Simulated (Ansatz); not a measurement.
# Ta (210): surface energy and levels, part 2 of 3

The task, for Ta: relax the bulk, then compute energy, relaxation and work function or band edges of the (210) face.

Ansatz 0.2.0; DFT PBEsol, scalar-relativistic, plane waves, PAW. The steps go on from the part before.

### Step 6. The slab as cut, atoms at the bulk's places

A dipole layer in the vacuum cancels the field that periodic copies would set up if the slab's two faces differ.

input.yaml

```yaml
crystal:
  lattice:
    - [3.280482623, 0.0, 0.0]
    - [0.0, 7.335382144, 0.0]
    - [0.0, 0.0, 24.5359967872]
  atoms:
    - { symbol: Ta, position: [0.5, 0.7, 0.3056733364] }
    - { symbol: Ta, position: [0.0, 0.4, 0.3355697462] }
    - { symbol: Ta, position: [0.5, 0.1, 0.365466156] }
    - { symbol: Ta, position: [0.0, 0.8, 0.3953625658] }
    - { symbol: Ta, position: [0.5, 0.5, 0.4252589755] }
    - { symbol: Ta, position: [0.0, 0.2, 0.4551553853] }
    - { symbol: Ta, position: [0.5, 0.9, 0.4850517951] }
    - { symbol: Ta, position: [0.0, 0.6, 0.5149482049] }
    - { symbol: Ta, position: [0.5, 0.3, 0.5448446147] }
    - { symbol: Ta, position: [0.0, 0.0, 0.5747410245] }
    - { symbol: Ta, position: [0.5, 0.7, 0.6046374342] }
    - { symbol: Ta, position: [0.0, 0.4, 0.634533844] }
    - { symbol: Ta, position: [0.5, 0.1, 0.6644302538] }
    - { symbol: Ta, position: [0.0, 0.8, 0.6943266636] }
basis:
  ecutwfc: 420
kpoints:
  mp_grid: { grid: [11, 5, 1] }
hamiltonian:
  xc: pbesol
scf:
  occupations: { method: gaussian, width: 0.1 }
output:
  forces: true
  eigenvalues: true
efield:
  axis: 3
  dipole_correction: true
  ramp_width: 0.04
```

On the command line:

```sh
ansatz run input.yaml --threads 8 --pin off --max-ram 15360MiB --backend cpu --events-out ev --progress --plain --runs-dir out
```

Output:

```text
Warning: RAYON_NUM_THREADS=8 ignored (pool sized by the plan → 8); use --threads N
Engine: ansatz 0.2.0, aarch64-unknown-linux-gnu
Pseudopotentials: kind: paw
Pseudopotential: Ta, paw, valence charge 13, recommended cutoff 420 eV (normal), Ta.paw.azcp
Functional definition: PBEsol
  exchange = pbesol_x
  correlation = pbesol_c
Crystal: 14 atoms, lattice volume = 590.424 Å³
Basis set: ecut = 420 eV, 11625 PW (Γ), exchange–correlation on 48×100×360 points (8 copies of the dense FFT grid, shifted against one another)
Bands: 110, of which v1, the nominal top of the filled ones, is band 91 counted from 1 (90 counted from 0)
Symmetry: 2 space group operations
k-points: 18 of 55 (time reversal used)
Non-local potential: Ta, projectors of the file, l = 0: 3, l = 1: 2, l = 2: 2, l = 3: 1
PAW form: soft (Blöchl's): semilocal exchange-correlation on the pseudo side does not see the compensation charge
PAW frozen core: Ta, regenerated for the run's functional, and the local potential with it (the file was generated under x = pbe(κ = 0.804, μ = 0.2195149727645171), c = pbe(β = 0.06672455060314922))
PAW one-centre angular grid: Ta, 590 points (default); XC on 64 Gauss nodes
Initial density: superposition of atomic densities (neutral atoms: chi_scale 0, normalization atom), corrected by the library's trained network
Initial wavefunctions: pseudopotential atomic-orbital guess
Functional: x = pbesol(κ = 0.804, μ = 0.12345679012345678), c = pbesol(β = 0.046)
SCF iter   1: F=—  HF=-137282.127101 eV  |F-HF|=—  |Δ(HF+E_count)|=         —  Δρ=7.15e-3  dr2=7.45e0  ethr=1.77e-3  p=-0.000 e·Å  D=-2.47e-14 V/Å  ΔV_dip=0.00 eV  dr2_dipole=1.12e-6  V_vac-E_F(+/−)=4.63/4.63 eV  ⟨swp⟩=9.7  Hψ=9805  notcnv=0
efield: sawtooth ramp at fractional position 0.9800 (placed from the atoms, in the widest stretch of the axis that holds none; the zero of the levels goes with the place), width 0.0400; the density the first Hamiltonian is built on has a dipole p = -0.000 e·Å; the dipole correction subtracts the counter field D = -2.47e-14 V/Å, which shifts the + side's vacuum level by +0.00 eV against the − side's; the planar-averaged density in the ramp window peaks in size at 3.8e-5 e/Å³
preconditioner: auto → LDOS  [metal: Δε(μ)=0.014 eV  Ē_g=3.666 eV  σ=0.100 eV  W_gap=0.08  n_scr=118 (ndim 8)  ℏωp=12.8 eV  f_vac=0.491  D(μ)=18.44/eV (n_scr^D=136)  β→1.0]
SCF iter   2: F=—  HF=-137281.917786 eV  |F-HF|=—  |Δ(HF+E_count)|=   2.09e-1  Δρ=2.59e-3  dr2=1.38e-1  ethr=1.77e-3  p=0.000 e·Å  D=7.51e-5 V/Å  ΔV_dip=-0.00 eV  dr2_dipole=1.00e-5  V_vac-E_F(+/−)=4.13/4.13 eV  ⟨swp⟩=2.6  Hψ=2415  notcnv=0  defer=130
SCF iter   3: F=—  HF=-137281.914067 eV  |F-HF|=—  |Δ(HF+E_count)|=   3.72e-3  Δρ=8.04e-4  dr2=3.29e-2  ethr=7.56e-5  p=-0.000 e·Å  D=-1.50e-5 V/Å  ΔV_dip=0.00 eV  dr2_dipole=2.19e-7  V_vac-E_F(+/−)=4.15/4.15 eV  ⟨swp⟩=2.2  Hψ=2673  notcnv=0  defer=171
SCF iter   4: F=—  HF=-137281.913244 eV  |F-HF|=—  |Δ(HF+E_count)|=   8.22e-4  Δρ=2.69e-4  dr2=1.43e-3  ethr=1.81e-5  p=0.000 e·Å  D=2.16e-5 V/Å  ΔV_dip=-0.00 eV  dr2_dipole=1.19e-8  V_vac-E_F(+/−)=4.10/4.10 eV  ⟨swp⟩=2.0  Hψ=2342  notcnv=0  defer=171
SCF iter   5: F=—  HF=-137281.913272 eV  |F-HF|=—  |Δ(HF+E_count)|=   2.74e-5  Δρ=9.64e-5  dr2=1.04e-4  ethr=7.85e-7  p=0.000 e·Å  D=2.04e-6 V/Å  ΔV_dip=-0.00 eV  dr2_dipole=2.78e-8  V_vac-E_F(+/−)=4.09/4.09 eV  ⟨swp⟩=2.3  Hψ=2536  notcnv=0  defer=171
SCF iter   6: F=—  HF=-137281.913288 eV  |F-HF|=—  |Δ(HF+E_count)|=   1.60e-5  Δρ=3.14e-5  dr2=1.30e-5  ethr=5.73e-8  p=0.000 e·Å  D=3.70e-6 V/Å  ΔV_dip=-0.00 eV  dr2_dipole=9.01e-10  V_vac-E_F(+/−)=4.09/4.09 eV  ⟨swp⟩=2.7  Hψ=3007  notcnv=0  defer=171
SCF iter   7: F=—  HF=-137281.912992 eV  |F-HF|=—  |Δ(HF+E_count)|=   2.96e-4  Δρ=9.43e-6  dr2=1.21e-6  ethr=7.14e-9  p=0.000 e·Å  D=2.65e-7 V/Å  ΔV_dip=-0.00 eV  dr2_dipole=7.04e-12  V_vac-E_F(+/−)=4.08/4.08 eV  ⟨swp⟩=2.2  Hψ=2780  notcnv=0  defer=160
SCF iter   8: F=—  HF=-137281.912992 eV  |F-HF|=—  |Δ(HF+E_count)|=   3.99e-7  Δρ=3.14e-6  dr2=2.18e-7  ethr=6.66e-10  p=0.000 e·Å  D=4.62e-7 V/Å  ΔV_dip=-0.00 eV  dr2_dipole=5.76e-11  V_vac-E_F(+/−)=4.08/4.08 eV  ⟨swp⟩=2.5  Hψ=3365  notcnv=0  defer=160
SCF iter   9: F=-137281.912992 eV  HF=-137281.912992 eV  |F-HF|=5.01e-9  |Δ(HF+E_count)|=   1.65e-7  Δρ=1.14e-6  dr2=1.93e-8  ethr=5.49e-11  p=0.000 e·Å  D=9.40e-8 V/Å  ΔV_dip=-0.00 eV  dr2_dipole=1.92e-12  V_vac-E_F(+/−)=4.08/4.08 eV  ⟨swp⟩=17.1  Hψ=9961  notcnv=0
SCF 1 converged in 9 iterations: F = -137281.912992 eV  dr2 = 1.93e-8
SCF converged after 9 iterations
Free energy (F): -137281.912992 eV
Harris-Foulkes:  -137281.912992 eV  (|F-HF|=5.01e-9)
Internal energy: -137281.805021 eV  (E = F + TS)
E sigma→0 (E₀):  -137281.859007 eV
Entropy (-TS):   -0.107971 eV (-7.712 meV/atom)
Fermi energy:    5.725313 eV
Dipole field:    D = 0.000001 V/Å  (p = 0.000004 e·Å, saw-weighted, corrected)
Work function:   Φ+ = 4.0807 eV   Φ− = 4.0807 eV
Levels:          The Fermi level and band energies are counted from a zero that moves with the ramp; work functions are not
--- Per-component energies (eV) ---
  E_band       = -3822.377484
  E_kinetic    = 5105.664708
  E_local      = -179040.573128  (includes V_loc(G=0)·N_el)
  E_nonlocal   = 246.901948
  E_hartree    = 87154.765215
  E_xc         = -3023.738626
  E_vxc        = -2835.013128  (∫ρ·V_xc dr)
  E_paw        = -115813.503498  (= ΣΔE_a)
  E_vpaw       = -1608.865984  (= ΣTr[D̂ρ^β])
  E_aug_tail   = 0.001991  (compensation charges beyond the density's cutoff)
  E_efield     = 0.000000  (sawtooth field / dipole correction)
  E_vefield    = 0.000000  (∫n·V_field dr)
  E_ewald      = 68085.685318
  E_core_change = 2.991051  (= ΣΔE_core)
  E_smearing   = -0.107971  (= −TS)
  E_closure    = -0.000000  (closes the sum)
  Σ components = -137281.912992   (vs F -137281.912992, Δ=0.00e0)
--- Forces (eV/Å), atoms counted from 1 ---
  atom   1  Ta     0.00000000    -0.51392528     2.00965550
  atom   2  Ta    -0.00000000     0.77993560    -0.08143910
  atom   3  Ta    -0.00000000     0.05987819    -0.05704996
  atom   4  Ta    -0.00000000    -0.28161264    -1.02558106
  atom   5  Ta    -0.00000000    -0.08182999    -0.58846326
  atom   6  Ta    -0.00000000     0.12013659    -0.18027683
  atom   7  Ta    -0.00000000     0.22391790    -0.15041076
  atom   8  Ta     0.00000000    -0.22392724     0.15040275
  atom   9  Ta     0.00000000    -0.12012507     0.18027873
  atom  10  Ta     0.00000000     0.08183023     0.58848398
  atom  11  Ta     0.00000000     0.28161031     1.02558269
  atom  12  Ta     0.00000000    -0.05987485     0.05703784
  atom  13  Ta     0.00000000    -0.77995198     0.08143112
  atom  14  Ta    -0.00000000     0.51394194    -2.00966172
  max |Σ_I F_I| component: 1.01e-5 eV/Å
--- Band table (eV; the first three rows and the last of 18) ---
  k-point 0: bands = ["-62.2313", "-62.2313", "-61.6857", "-61.6856", "-61.6249", "-61.6248", "-61.3156", "-61.2904", "-61.2606", "-61.2433", "-61.2114", "-61.2012", "-61.1720", "-61.1142", "-28.9260", "-28.9236", "-28.7445", "-28.7397", "-28.6021", "-28.6016", "-28.5156", "-28.4572", "-28.4344", "-28.4167", "-28.3493", "-28.3416", "-28.2693", "-28.1981", "-28.1832", "-28.1741", "-28.1599", "-28.1334", "-28.0437", "-28.0139", "-27.9761", "-27.9645", "-27.9307", "-27.8852", "-27.8498", "-27.7807", "-27.7397", "-27.7387", "-27.7379", "-27.6793", "-27.6676", "-27.6050", "-27.5969", "-27.5830", "-27.5054", "-27.4758", "-27.4455", "-27.3867", "-27.3800", "-27.3669", "-27.3017", "-27.2619", "-1.8938", "-0.8363", "0.5332", "1.1736", "1.2080", "1.6065", "1.9154", "1.9178", "1.9801", "2.1027", "2.1630", "2.4850", "2.5293", "2.5384", "2.7355", "2.9285", "4.0137", "4.3804", "4.3952", "4.7532", "4.8302", "4.9393", "4.9502", "5.0594", "5.0610", "5.1258", "5.1896", "5.3726", "5.4380", "5.6119", "5.7448", "5.7950", "5.8082", "5.8700", "6.0741", "6.0988", "6.1687", "6.1780", "6.2248", "6.2650", "6.4248", "6.4379", "6.6872", "6.7971", "6.9514", "6.9721", "7.0644", "7.4669", "7.5713", "7.7219", "7.7863", "7.8288", "8.2120", "8.2540"]
  k-point 1: bands = ["-62.2313", "-62.2313", "-61.6857", "-61.6855", "-61.6249", "-61.6248", "-61.3127", "-61.2909", "-61.2662", "-61.2402", "-61.2133", "-61.2041", "-61.1647", "-61.1165", "-28.9286", "-28.9263", "-28.7542", "-28.7470", "-28.6011", "-28.6007", "-28.5157", "-28.4619", "-28.4472", "-28.4294", "-28.3461", "-28.3307", "-28.2767", "-28.1950", "-28.1742", "-28.1695", "-28.1479", "-28.0800", "-28.0509", "-27.9886", "-27.9665", "-27.9648", "-27.9167", "-27.9007", "-27.8452", "-27.8061", "-27.7763", "-27.7377", "-27.7318", "-27.6809", "-27.6602", "-27.6415", "-27.6050", "-27.5174", "-27.5116", "-27.4978", "-27.4359", "-27.3933", "-27.3748", "-27.3663", "-27.3168", "-27.2682", "-1.7166", "-0.6807", "0.4400", "0.6399", "1.2628", "1.4873", "1.5401", "1.8718", "2.0889", "2.1805", "2.2073", "2.4079", "2.6299", "2.7353", "2.8991", "3.0314", "3.7036", "4.0152", "4.2832", "4.5737", "4.6143", "4.7957", "4.9806", "5.0226", "5.1439", "5.2156", "5.2840", "5.5683", "5.6032", "5.6370", "5.7175", "5.8546", "5.9685", "6.0796", "6.2197", "6.2262", "6.2721", "6.2980", "6.3449", "6.5043", "6.5273", "6.6588", "6.8032", "6.9851", "7.0426", "7.1607", "7.1691", "7.5164", "7.5515", "7.7001", "7.7167", "7.7509", "7.9171", "8.3233"]
  k-point 2: bands = ["-62.2312", "-62.2312", "-61.6856", "-61.6855", "-61.6250", "-61.6249", "-61.3056", "-61.2943", "-61.2730", "-61.2386", "-61.2132", "-61.2087", "-61.1540", "-61.1213", "-28.9328", "-28.9312", "-28.7673", "-28.7586", "-28.5996", "-28.5993", "-28.5196", "-28.4923", "-28.4401", "-28.4321", "-28.3491", "-28.3241", "-28.2772", "-28.1897", "-28.1747", "-28.1489", "-28.1300", "-28.0169", "-28.0038", "-28.0020", "-27.9718", "-27.9472", "-27.8930", "-27.8861", "-27.8690", "-27.8429", "-27.7749", "-27.7621", "-27.7231", "-27.6993", "-27.6908", "-27.6427", "-27.5929", "-27.5471", "-27.5141", "-27.4402", "-27.4344", "-27.3892", "-27.3799", "-27.3671", "-27.3587", "-27.2729", "-1.2080", "-0.4487", "-0.2167", "0.4494", "0.9392", "1.3078", "1.4541", "1.5440", "2.3074", "2.3385", "2.4080", "2.5205", "2.7071", "2.7986", "2.8861", "3.0750", "3.2898", "3.7199", "4.1512", "4.2729", "4.4698", "4.7649", "4.8060", "5.0161", "5.2628", "5.3388", "5.4948", "5.5796", "5.6687", "5.7097", "5.7895", "5.9399", "6.1038", "6.1269", "6.1720", "6.3883", "6.4247", "6.6519", "6.7446", "6.8377", "6.8491", "7.0116", "7.0303", "7.1279", "7.2007", "7.5002", "7.5121", "7.5312", "7.7369", "7.7657", "7.8829", "7.9083", "8.1245", "8.1479"]
  k-point 17: bands = ["-62.2214", "-62.2214", "-61.6602", "-61.6602", "-61.6298", "-61.6298", "-61.2653", "-61.2648", "-61.2404", "-61.2387", "-61.2187", "-61.2123", "-61.1609", "-61.1533", "-28.9006", "-28.8978", "-28.8847", "-28.8827", "-28.7168", "-28.7153", "-28.5370", "-28.5312", "-28.4529", "-28.4505", "-28.4312", "-28.4224", "-28.4066", "-28.3996", "-28.2576", "-28.2437", "-28.1835", "-28.1621", "-28.0849", "-28.0623", "-28.0509", "-28.0215", "-27.9749", "-27.9407", "-27.8907", "-27.8604", "-27.8048", "-27.7685", "-27.7628", "-27.7360", "-27.6946", "-27.6935", "-27.6480", "-27.6309", "-27.5485", "-27.5378", "-27.4749", "-27.4336", "-27.4172", "-27.3870", "-27.3231", "-27.3185", "1.4318", "1.5286", "1.6684", "1.7051", "2.0724", "2.1101", "2.1537", "2.4201", "2.6408", "2.7040", "3.1916", "3.2770", "3.8608", "3.9712", "4.0754", "4.1325", "4.1678", "4.2215", "4.2472", "4.2934", "4.3733", "4.3881", "4.4228", "4.5323", "4.6136", "4.6531", "4.7666", "4.8383", "4.9187", "5.0275", "5.1155", "5.2123", "5.4282", "5.5084", "5.5391", "5.6592", "5.7912", "5.8966", "6.1947", "6.3025", "6.6608", "6.7034", "6.9223", "6.9933", "7.6842", "7.7449", "8.0688", "8.1575", "8.2169", "8.3615", "8.6309", "8.7139", "9.0045", "9.0764"]
```

It took 18 s on 8 threads of Arm Neoverse V2, shared host; peak memory 2.7 GiB.

This gives work function 4.08 eV.

Plane-averaged electrostatic potential energy of an electron across the slab, counted from the Fermi level:

(z (Å), V (eV)): (1.64, 4.08), (2.18, 4.08), (2.45, 4.08), (3.00, 4.08), (3.27, 4.08), (3.82, 4.08), (4.36, 4.06), (4.63, 4.05), (5.18, 3.96), (5.45, 3.86), (6.00, 3.32), (6.54, 1.44), (6.82, -0.63), (7.36, -6.42), (7.63, -8.63), (8.18, -10.37), (8.45, -10.37), (9.00, -10.35), (9.54, -10.27), (9.81, -10.29), (10.36, -10.30), (10.63, -10.24), (11.18, -10.30), (11.72, -10.19), (12.00, -10.22), (12.54, -10.22), (12.81, -10.19), (13.36, -10.30), (13.90, -10.24), (14.18, -10.30), (14.72, -10.29), (14.99, -10.27), (15.54, -10.35), (16.08, -10.37), (16.36, -10.37), (16.90, -8.63), (17.18, -6.42), (17.72, -0.63), (17.99, 1.44), (18.54, 3.32), (19.08, 3.86), (19.36, 3.96), (19.90, 4.05), (20.17, 4.06), (20.72, 4.08), (21.26, 4.08), (21.54, 4.08), (22.08, 4.08), (22.36, 4.08), (22.90, 4.08)

[end of part 2 of 3]
